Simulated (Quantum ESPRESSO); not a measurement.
# SrO, rock salt: the electronic dielectric constant against change of volume

How does ε∞, from linear response (ph.x, fixed occupations, ions clamped), follow the change of volume?

Calculated with Quantum ESPRESSO 7.5, PBEsol, GBRV 1.5 ultrasoft potentials, cutoff 680 eV, Fermi–Dirac smearing 0.02 eV, k-mesh 9×9×9, no spin polarisation, no spin-orbit coupling.

Reference cell, relaxed at zero pressure with PBEsol (Fm-3m): a = 3.6217 Å, b = 3.6217 Å, c = 3.6217 Å, α = 60.00°, β = 60.00°, γ = 60.00°.

```
atom       x       y       z
  Sr  0.0000  0.0000  0.0000
   O  0.5000  0.5000  0.5000
```

| change of volume (%) | V (Å³/atom) | ε∞ | gap (eV) |
| --- | --- | --- | --- |
| −6 | 15.787 | 3.897 | 3.153 |
| −2 | 16.459 | 3.870 | 3.190 |
| 0 | 16.795 | 3.859 | 3.204 |
| 2 | 17.131 | 3.851 | 3.217 |
| 4 | 17.467 | 3.844 | 3.227 |
| 6 | 17.803 | 3.839 | 3.236 |

**Question.** Give the ε∞ and the long-wavelength refractive index at x = -4, a row left out above (x is the first column).

Least squares with ε = e0 + e1 x + e2 x² gives e0 = 3.8594, e1 = −0.0048214 and e2 = 0.0002411. At x = -4 this is 3.883, so n = √ε = 1.970. The run itself gives 3.882, so the estimate misses by 0.001, a rounding's worth.

Along the table the mean ε∞ rises wherever the smallest gap falls, which need not be its cause. Semilocal functionals tend to give ε∞ too large, the k-mesh wasn't converged for it (a zone-centred mesh of this size overestimates it where the gap is small), and polar lattice vibrations add to the static constant, which isn't calculated here.

[Logs are printed without paths, hosts, clocks, repeated set-up lines and the standing remarks that a program may print on its own settings, such as how far it seeks lower states.]
